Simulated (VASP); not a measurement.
# RbBr (Pm-3m) in VASP: further runs, part 3 of 7

VASP 6.6.1.

### Step 23. Equation of state, r2SCAN, 36.18 Å³/atom

The input, INCAR:

```
PREC = Accurate
ENCUT = 250
EDIFF = 1E-6
ISMEAR = 0
SIGMA = 0.05
LREAL = False
LASPH = True
NELM = 100
ALGO = Normal
ISIF = 2
LWAVE = False
LCHARG = False
METAGGA = R2SCAN
LMIXTAU = True
ADDGRID = False
```

The input, KPOINTS:

```
regular mesh
0
Gamma
  6 6 6
```

The input, POSCAR:

```
RbBr
1.0
    4.1669322075      0.0000000000      0.0000000000
    0.0000000000      4.1669322075      0.0000000000
    0.0000000000      0.0000000000      4.1669322075
Rb Br
1 1
Direct
    0.0000000000      0.0000000000      0.0000000000
    0.5000000000      0.5000000000      0.5000000000
```

On the command line:

```bash
$ cat potpaw_PBE.64/Rb_sv/POTCAR potpaw_PBE.64/Br/POTCAR > POTCAR
$ mpirun -np 1 vasp_std > vasp.out
```

It took 15 s on 1 thread of Intel Xeon 6975P-C (Granite Rapids), shared host; peak memory 0.14 GiB.

These settings aren't checked as converged: the numbers below hold their error.

What came out:

| Item | Value |
| --- | --- |
| Free energy | -31.1101 eV |
| Band gap on the k mesh | 4.73 eV, indirect (least direct gap 4.88 eV) |

Caveat: the cutoff is under 1.25 times the usual one of these potentials, so pressure, stress and relaxed cells hold a basis-set (Pulay) error; the PAW data sets were made with another functional, which shifts forces and pressure a little.

### Step 24. Equation of state, r2SCAN, 34.07 Å³/atom

Edit INCAR of step 23 so:

```diff
@@ -1,3 +1,3 @@
 PREC = Accurate
-ENCUT = 250
+ENCUT = 400
 EDIFF = 1E-6
```

The input, KPOINTS:

```
regular mesh
0
Gamma
  5 5 5
```

The input, POSCAR:

```
RbBr
1.0
    4.0843969018      0.0000000000      0.0000000000
    0.0000000000      4.0843969018      0.0000000000
    0.0000000000      0.0000000000      4.0843969018
Rb Br
1 1
Direct
    0.0000000000      0.0000000000      0.0000000000
    0.5000000000      0.5000000000      0.5000000000
```

Potentials or basis: VASP PAW PBE potentials, release 64 (Rb_sv, Br).

On the command line:

```bash
$ cat potpaw_PBE.64/Rb_sv/POTCAR potpaw_PBE.64/Br/POTCAR > POTCAR
$ mpirun -np 1 vasp_std > vasp.out
```

Run time: 19 s. Hardware: 1 thread of Intel Xeon 6975P-C (Granite Rapids), shared host; peak memory 0.15 GiB.

These settings aren't checked as converged: the numbers below hold their error.

Results:

```
Free energy            : -31.1058 eV
Pressure               : 0.6 GPa
Band gap on the k mesh : 5.00 eV, indirect (least direct gap 5.11 eV)
```

Caveat: the PAW data sets were made with another functional, which shifts forces and pressure a little; an odd mesh through Γ misses points on the zone boundary, where band edges often lie.

### Step 25. Equation of state, r2SCAN, 36.18 Å³/atom

INCAR is that of step 24.

KPOINTS is that of step 24.

The input, POSCAR:

```
RbBr
1.0
    4.1669322075      0.0000000000      0.0000000000
    0.0000000000      4.1669322075      0.0000000000
    0.0000000000      0.0000000000      4.1669322075
Rb Br
1 1
Direct
    0.0000000000      0.0000000000      0.0000000000
    0.5000000000      0.5000000000      0.5000000000
```

On the command line:

```bash
$ cat potpaw_PBE.64/Rb_sv/POTCAR potpaw_PBE.64/Br/POTCAR > POTCAR
$ mpirun -np 1 vasp_std > vasp.out
```

Wall time 19 s (1 thread of Intel Xeon 6975P-C (Granite Rapids), shared host); peak memory 0.16 GiB.

These settings aren't checked as converged: the numbers below hold their error.

What came out:

- Free energy: -31.1076 eV
- Pressure: -0.5 GPa
- Band gap on the k mesh: 4.76 eV, indirect (least direct gap 4.87 eV)

Caveat: the PAW data sets were made with another functional, which shifts forces and pressure a little; an odd mesh through Γ misses points on the zone boundary, where band edges often lie.

### Step 26. Equation of state, r2SCAN, 34.07 Å³/atom

Edit INCAR of step 25 so:

```diff
@@ -1,3 +1,3 @@
 PREC = Accurate
-ENCUT = 400
+ENCUT = 300
 EDIFF = 1E-6
```

The input, KPOINTS:

```
regular mesh
0
Gamma
  6 6 6
```

The input, POSCAR:

```
RbBr
1.0
    4.0843969018      0.0000000000      0.0000000000
    0.0000000000      4.0843969018      0.0000000000
    0.0000000000      0.0000000000      4.0843969018
Rb Br
1 1
Direct
    0.0000000000      0.0000000000      0.0000000000
    0.5000000000      0.5000000000      0.5000000000
```

On the command line:

```bash
$ cat potpaw_PBE.64/Rb_sv/POTCAR potpaw_PBE.64/Br/POTCAR > POTCAR
$ mpirun -np 1 vasp_std > vasp.out
```

Run time: 15 s. Hardware: 1 thread of Intel Xeon 6975P-C (Granite Rapids), shared host; peak memory 0.14 GiB.

The run converged, but some of its settings lie outside the range that counts as converged, so its numbers aren't taken as properties of the crystal.

What came out:

- Free energy: -31.1050 eV
- Pressure: 0.6 GPa
- Band gap on the k mesh: 4.95 eV, indirect (least direct gap 5.11 eV)

Caveat: the PAW data sets were made with another functional, which shifts forces and pressure a little.

### Step 27. Equation of state, r2SCAN, 36.18 Å³/atom

INCAR is that of step 26.

KPOINTS is that of step 26.

The input, POSCAR:

```
RbBr
1.0
    4.1669322075      0.0000000000      0.0000000000
    0.0000000000      4.1669322075      0.0000000000
    0.0000000000      0.0000000000      4.1669322075
Rb Br
1 1
Direct
    0.0000000000      0.0000000000      0.0000000000
    0.5000000000      0.5000000000      0.5000000000
```

Potentials or basis: VASP PAW PBE potentials, release 64 (Rb_sv, Br).

On the command line:

```bash
$ cat potpaw_PBE.64/Rb_sv/POTCAR potpaw_PBE.64/Br/POTCAR > POTCAR
$ mpirun -np 1 vasp_std > vasp.out
```

It took 18 s on 1 thread of Intel Xeon 6975P-C (Granite Rapids), shared host; peak memory 0.14 GiB.

These settings aren't checked as converged: the numbers below hold their error.

Results:

| Item | Value |
| --- | --- |
| Free energy | -31.1070 eV |
| Pressure | -0.5 GPa |
| Band gap on the k mesh | 4.72 eV, indirect (least direct gap 4.88 eV) |

Caveat: the PAW data sets were made with another functional, which shifts forces and pressure a little.

### Step 28. Equation of state, r2SCAN, 34.07 Å³/atom

Edit INCAR of step 27 so:

```diff
@@ -1,3 +1,3 @@
 PREC = Accurate
-ENCUT = 300
+ENCUT = 250
 EDIFF = 1E-6
```

The input, KPOINTS:

```
regular mesh
0
Gamma
  7 7 7
```

The input, POSCAR:

```
RbBr
1.0
    4.0843969018      0.0000000000      0.0000000000
    0.0000000000      4.0843969018      0.0000000000
    0.0000000000      0.0000000000      4.0843969018
Rb Br
1 1
Direct
    0.0000000000      0.0000000000      0.0000000000
    0.5000000000      0.5000000000      0.5000000000
```

On the command line:

```bash
$ cat potpaw_PBE.64/Rb_sv/POTCAR potpaw_PBE.64/Br/POTCAR > POTCAR
$ mpirun -np 1 vasp_std > vasp.out
```

Wall time 15 s (1 thread of Intel Xeon 6975P-C (Granite Rapids), shared host); peak memory 0.13 GiB.

These settings aren't checked as converged: the numbers below hold their error.

What came out:

- Free energy: -31.1074 eV
- Band gap on the k mesh: 4.98 eV, indirect (least direct gap 5.11 eV)

Caveat: the cutoff is under 1.25 times the usual one of these potentials, so pressure, stress and relaxed cells hold a basis-set (Pulay) error; the PAW data sets were made with another functional, which shifts forces and pressure a little; an odd mesh through Γ misses points on the zone boundary, where band edges often lie.

### Step 29. Equation of state, r2SCAN, 36.18 Å³/atom

INCAR is that of step 28.

KPOINTS is that of step 28.

The input, POSCAR:

```
RbBr
1.0
    4.1669322075      0.0000000000      0.0000000000
    0.0000000000      4.1669322075      0.0000000000
    0.0000000000      0.0000000000      4.1669322075
Rb Br
1 1
Direct
    0.0000000000      0.0000000000      0.0000000000
    0.5000000000      0.5000000000      0.5000000000
```

On the command line:

```bash
$ cat potpaw_PBE.64/Rb_sv/POTCAR potpaw_PBE.64/Br/POTCAR > POTCAR
$ mpirun -np 1 vasp_std > vasp.out
```

Wall time 15 s (1 thread of Intel Xeon 6975P-C (Granite Rapids), shared host); peak memory 0.14 GiB.

The run converged, but some of its settings lie outside the range that counts as converged, so its numbers aren't taken as properties of the crystal.

Results:

```
Free energy            : -31.1102 eV
Band gap on the k mesh : 4.75 eV, indirect (least direct gap 4.88 eV)
```

Caveat: the cutoff is under 1.25 times the usual one of these potentials, so pressure, stress and relaxed cells hold a basis-set (Pulay) error; the PAW data sets were made with another functional, which shifts forces and pressure a little; an odd mesh through Γ misses points on the zone boundary, where band edges often lie.

### Step 30. Equation of state, r2SCAN, 34.07 Å³/atom

Edit INCAR of step 29 so:

```diff
@@ -1,3 +1,3 @@
 PREC = Accurate
-ENCUT = 250
+ENCUT = 500
 EDIFF = 1E-6
```

The input, KPOINTS:

```
regular mesh
0
Gamma
  5 5 5
```

The input, POSCAR:

```
RbBr
1.0
    4.0843969018      0.0000000000      0.0000000000
    0.0000000000      4.0843969018      0.0000000000
    0.0000000000      0.0000000000      4.0843969018
Rb Br
1 1
Direct
    0.0000000000      0.0000000000      0.0000000000
    0.5000000000      0.5000000000      0.5000000000
```

Potentials or basis: VASP PAW PBE potentials, release 64 (Rb_sv, Br).

On the command line:

```bash
$ cat potpaw_PBE.64/Rb_sv/POTCAR potpaw_PBE.64/Br/POTCAR > POTCAR
$ mpirun -np 1 vasp_std > vasp.out
```

Run time: 23 s. Hardware: 1 thread of Intel Xeon 6975P-C (Granite Rapids), shared host; peak memory 0.17 GiB.

These settings aren't checked as converged: the numbers below hold their error.

Results:

* Free energy: -31.1057 eV
* Pressure: 0.6 GPa
* Band gap on the k mesh: 5.00 eV, indirect (least direct gap 5.11 eV)

Caveat: the PAW data sets were made with another functional, which shifts forces and pressure a little; an odd mesh through Γ misses points on the zone boundary, where band edges often lie.

### Step 31. Equation of state, r2SCAN, 36.18 Å³/atom

INCAR is that of step 30.

KPOINTS is that of step 30.

The input, POSCAR:

```
RbBr
1.0
    4.1669322075      0.0000000000      0.0000000000
    0.0000000000      4.1669322075      0.0000000000
    0.0000000000      0.0000000000      4.1669322075
Rb Br
1 1
Direct
    0.0000000000      0.0000000000      0.0000000000
    0.5000000000      0.5000000000      0.5000000000
```

On the command line:

```bash
$ cat potpaw_PBE.64/Rb_sv/POTCAR potpaw_PBE.64/Br/POTCAR > POTCAR
$ mpirun -np 1 vasp_std > vasp.out
```

Run time: 23 s. Hardware: 1 thread of Intel Xeon 6975P-C (Granite Rapids), shared host; peak memory 0.17 GiB.

The run converged, but some of its settings lie outside the range that counts as converged, so its numbers aren't taken as properties of the crystal.

Results:

```
Free energy            : -31.1076 eV
Pressure               : -0.5 GPa
Band gap on the k mesh : 4.76 eV, indirect (least direct gap 4.87 eV)
```

Caveat: the PAW data sets were made with another functional, which shifts forces and pressure a little; an odd mesh through Γ misses points on the zone boundary, where band edges often lie.

### Step 32. Equation of state, r2SCAN, 34.07 Å³/atom

Edit INCAR of step 31 so:

```diff
@@ -1,3 +1,3 @@
 PREC = Accurate
-ENCUT = 500
+ENCUT = 350
 EDIFF = 1E-6
```

The input, KPOINTS:

```
regular mesh
0
Gamma
  6 6 6
```

The input, POSCAR:

```
RbBr
1.0
    4.0843969018      0.0000000000      0.0000000000
    0.0000000000      4.0843969018      0.0000000000
    0.0000000000      0.0000000000      4.0843969018
Rb Br
1 1
Direct
    0.0000000000      0.0000000000      0.0000000000
    0.5000000000      0.5000000000      0.5000000000
```

On the command line:

```bash
$ cat potpaw_PBE.64/Rb_sv/POTCAR potpaw_PBE.64/Br/POTCAR > POTCAR
$ mpirun -np 1 vasp_std > vasp.out
```

Wall time 28 s (1 thread of Intel Xeon 6975P-C (Granite Rapids), shared host); peak memory 0.16 GiB.

These settings aren't checked as converged: the numbers below hold their error.

What came out:

- Free energy: -31.1055 eV
- Pressure: 0.6 GPa
- Band gap on the k mesh: 4.95 eV, indirect (least direct gap 5.11 eV)

Caveat: the PAW data sets were made with another functional, which shifts forces and pressure a little.

### Step 33. Equation of state, r2SCAN, 36.18 Å³/atom

INCAR is that of step 32.

KPOINTS is that of step 32.

The input, POSCAR:

```
RbBr
1.0
    4.1669322075      0.0000000000      0.0000000000
    0.0000000000      4.1669322075      0.0000000000
    0.0000000000      0.0000000000      4.1669322075
Rb Br
1 1
Direct
    0.0000000000      0.0000000000      0.0000000000
    0.5000000000      0.5000000000      0.5000000000
```

Potentials or basis: VASP PAW PBE potentials, release 64 (Rb_sv, Br).

On the command line:

```bash
$ cat potpaw_PBE.64/Rb_sv/POTCAR potpaw_PBE.64/Br/POTCAR > POTCAR
$ mpirun -np 1 vasp_std > vasp.out
```

It took 28 s on 1 thread of Intel Xeon 6975P-C (Granite Rapids), shared host; peak memory 0.16 GiB.

These settings aren't checked as converged: the numbers below hold their error.

What came out:

| Item | Value |
| --- | --- |
| Free energy | -31.1074 eV |
| Pressure | -0.5 GPa |
| Band gap on the k mesh | 4.72 eV, indirect (least direct gap 4.87 eV) |

Caveat: the PAW data sets were made with another functional, which shifts forces and pressure a little.

### Step 34. Equation of state, r2SCAN, 34.07 Å³/atom

Edit INCAR of step 33 so:

```diff
@@ -1,3 +1,3 @@
 PREC = Accurate
-ENCUT = 350
+ENCUT = 400
 EDIFF = 1E-6
```

KPOINTS is that of step 33.

The input, POSCAR:

```
RbBr
1.0
    4.0843969018      0.0000000000      0.0000000000
    0.0000000000      4.0843969018      0.0000000000
    0.0000000000      0.0000000000      4.0843969018
Rb Br
1 1
Direct
    0.0000000000      0.0000000000      0.0000000000
    0.5000000000      0.5000000000      0.5000000000
```

On the command line:

```bash
$ cat potpaw_PBE.64/Rb_sv/POTCAR potpaw_PBE.64/Br/POTCAR > POTCAR
$ mpirun -np 1 vasp_std > vasp.out
```

Wall time 35 s (1 thread of Intel Xeon 6975P-C (Granite Rapids), shared host); peak memory 0.16 GiB.

The run converged, but some of its settings lie outside the range that counts as converged, so its numbers aren't taken as properties of the crystal.

Results:

| Quantity | Value |
| --- | --- |
| Free energy | -31.1061 eV |
| Pressure | 0.6 GPa |
| Band gap on the k mesh | 4.95 eV, indirect (least direct gap 5.11 eV) |

Caveat: the PAW data sets were made with another functional, which shifts forces and pressure a little.

### Step 35. Equation of state, r2SCAN, 36.18 Å³/atom

INCAR is that of step 34.

KPOINTS is that of step 34.

The input, POSCAR:

```
RbBr
1.0
    4.1669322075      0.0000000000      0.0000000000
    0.0000000000      4.1669322075      0.0000000000
    0.0000000000      0.0000000000      4.1669322075
Rb Br
1 1
Direct
    0.0000000000      0.0000000000      0.0000000000
    0.5000000000      0.5000000000      0.5000000000
```

On the command line:

```bash
$ cat potpaw_PBE.64/Rb_sv/POTCAR potpaw_PBE.64/Br/POTCAR > POTCAR
$ mpirun -np 1 vasp_std > vasp.out
```

Run time: 28 s. Hardware: 1 thread of Intel Xeon 6975P-C (Granite Rapids), shared host; peak memory 0.16 GiB.

The run converged, but some of its settings lie outside the range that counts as converged, so its numbers aren't taken as properties of the crystal.

Results:

| Property | Result |
| --- | --- |
| Free energy | -31.1078 eV |
| Pressure | -0.5 GPa |
| Band gap on the k mesh | 4.72 eV, indirect (least direct gap 4.87 eV) |

Caveat: the PAW data sets were made with another functional, which shifts forces and pressure a little.

### Step 36. Equation of state, r2SCAN, 34.07 Å³/atom

Edit INCAR of step 35 so:

```diff
@@ -4,3 +4,3 @@
 ISMEAR = 0
-SIGMA = 0.05
+SIGMA = 0.5
 LREAL = False
```

KPOINTS is that of step 35.

The input, POSCAR:

```
RbBr
1.0
    4.0843969018      0.0000000000      0.0000000000
    0.0000000000      4.0843969018      0.0000000000
    0.0000000000      0.0000000000      4.0843969018
Rb Br
1 1
Direct
    0.0000000000      0.0000000000      0.0000000000
    0.5000000000      0.5000000000      0.5000000000
```

Potentials or basis: VASP PAW PBE potentials, release 64 (Rb_sv, Br).

On the command line:

```bash
$ cat potpaw_PBE.64/Rb_sv/POTCAR potpaw_PBE.64/Br/POTCAR > POTCAR
$ mpirun -np 1 vasp_std > vasp.out
```

Run time: 35 s. Hardware: 1 thread of Intel Xeon 6975P-C (Granite Rapids), shared host; peak memory 0.16 GiB.

The run converged, but some of its settings lie outside the range that counts as converged, so its numbers aren't taken as properties of the crystal.

What came out:

```yaml
Free_energy: -31.1061 eV
Pressure: 0.6 GPa
Band_gap_on_the_k_mesh: 4.95 eV, indirect (least direct gap 5.11 eV)
```

Caveat: the PAW data sets were made with another functional, which shifts forces and pressure a little.

### Step 37. Equation of state, r2SCAN, 36.18 Å³/atom

INCAR is that of step 36.

KPOINTS is that of step 36.

The input, POSCAR:

```
RbBr
1.0
    4.1669322075      0.0000000000      0.0000000000
    0.0000000000      4.1669322075      0.0000000000
    0.0000000000      0.0000000000      4.1669322075
Rb Br
1 1
Direct
    0.0000000000      0.0000000000      0.0000000000
    0.5000000000      0.5000000000      0.5000000000
```

On the command line:

```bash
$ cat potpaw_PBE.64/Rb_sv/POTCAR potpaw_PBE.64/Br/POTCAR > POTCAR
$ mpirun -np 1 vasp_std > vasp.out
```

Wall time 27 s (1 thread of Intel Xeon 6975P-C (Granite Rapids), shared host); peak memory 0.16 GiB.

These settings aren't checked as converged: the numbers below hold their error.

Results:

* Free energy: -31.1078 eV
* Pressure: -0.5 GPa
* Band gap on the k mesh: 4.72 eV, indirect (least direct gap 4.87 eV)

Caveat: the PAW data sets were made with another functional, which shifts forces and pressure a little.

### Step 38. Equation of state, r2SCAN, 34.07 Å³/atom

Edit INCAR of step 37 so:

```diff
@@ -4,3 +4,3 @@
 ISMEAR = 0
-SIGMA = 0.5
+SIGMA = 0.2
 LREAL = False
```

KPOINTS is that of step 37.

The input, POSCAR:

```
RbBr
1.0
    4.0843969018      0.0000000000      0.0000000000
    0.0000000000      4.0843969018      0.0000000000
    0.0000000000      0.0000000000      4.0843969018
Rb Br
1 1
Direct
    0.0000000000      0.0000000000      0.0000000000
    0.5000000000      0.5000000000      0.5000000000
```

On the command line:

```bash
$ cat potpaw_PBE.64/Rb_sv/POTCAR potpaw_PBE.64/Br/POTCAR > POTCAR
$ mpirun -np 1 vasp_std > vasp.out
```

It took 35 s on 1 thread of Intel Xeon 6975P-C (Granite Rapids), shared host; peak memory 0.17 GiB.

These settings aren't checked as converged: the numbers below hold their error.

What came out:

```yaml
Free_energy: -31.1061 eV
Pressure: 0.6 GPa
Band_gap_on_the_k_mesh: 4.95 eV, indirect (least direct gap 5.11 eV)
```

Caveat: the PAW data sets were made with another functional, which shifts forces and pressure a little.

### Step 39. Equation of state, r2SCAN, 36.18 Å³/atom

INCAR is that of step 38.

KPOINTS is that of step 38.

The input, POSCAR:

```
RbBr
1.0
    4.1669322075      0.0000000000      0.0000000000
    0.0000000000      4.1669322075      0.0000000000
    0.0000000000      0.0000000000      4.1669322075
Rb Br
1 1
Direct
    0.0000000000      0.0000000000      0.0000000000
    0.5000000000      0.5000000000      0.5000000000
```

Potentials or basis: VASP PAW PBE potentials, release 64 (Rb_sv, Br).

On the command line:

```bash
$ cat potpaw_PBE.64/Rb_sv/POTCAR potpaw_PBE.64/Br/POTCAR > POTCAR
$ mpirun -np 1 vasp_std > vasp.out
```

Wall time 28 s (1 thread of Intel Xeon 6975P-C (Granite Rapids), shared host); peak memory 0.16 GiB.

The run converged, but some of its settings lie outside the range that counts as converged, so its numbers aren't taken as properties of the crystal.

Results:

```yaml
Free_energy: -31.1078 eV
Pressure: -0.5 GPa
Band_gap_on_the_k_mesh: 4.72 eV, indirect (least direct gap 4.87 eV)
```

Caveat: the PAW data sets were made with another functional, which shifts forces and pressure a little.

(Part 3 of 7 ends here.)
